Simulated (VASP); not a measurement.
The system is Fe.

```xyz
1
Lattice="-1.4430 1.4430 1.4430 1.4430 -1.4430 1.4430 1.4430 1.4430 -1.4430" Properties=species:S:1:pos:R:3 pbc="T T T"
Fe    0.0000    0.0000    0.0000
```

```yaml
Program: VASP 6.6.1
Task: single point
Functional: PBE
Potentials_or_basis: VASP PAW PBE potentials, release 64 (Fe)
Cutoff: 520 eV
k_mesh: 13 × 13 × 13
Occupations: fermi-dirac, width 0.05 eV
Spin: collinear spin, ferromagnetic start
Starting_moments: "[3.0] μB"
```

On this cell: pressure -9.1 GPa; net moment 2.28 μB per cell; site moments Fe +2.29 μB; band gap on the k mesh none (metal or under the smearing width).

The same run follows on a disturbed copy (cell strained at random at fixed volume):

```
Fe
1.0
    -1.48153    1.43424    1.45901
     1.46753   -1.43096    1.44173
     1.45354    1.40297   -1.45574
Fe
1
Direct
  0.98721 0.99305 0.98531
```

**Question.** What changes?

**Answer.** The energy (extrapolated to zero smearing) moves by +2.6 meV/atom; pressure -8.9 GPa; net moment 2.29 μB per cell; site moments Fe +2.30 μB; band gap on the k mesh none (metal or under the smearing width).

Stress tensor (GPa, compression positive):
```
-9.90  1.19  0.62
 1.19 -7.35 -0.02
 0.62 -0.02 -9.31
```
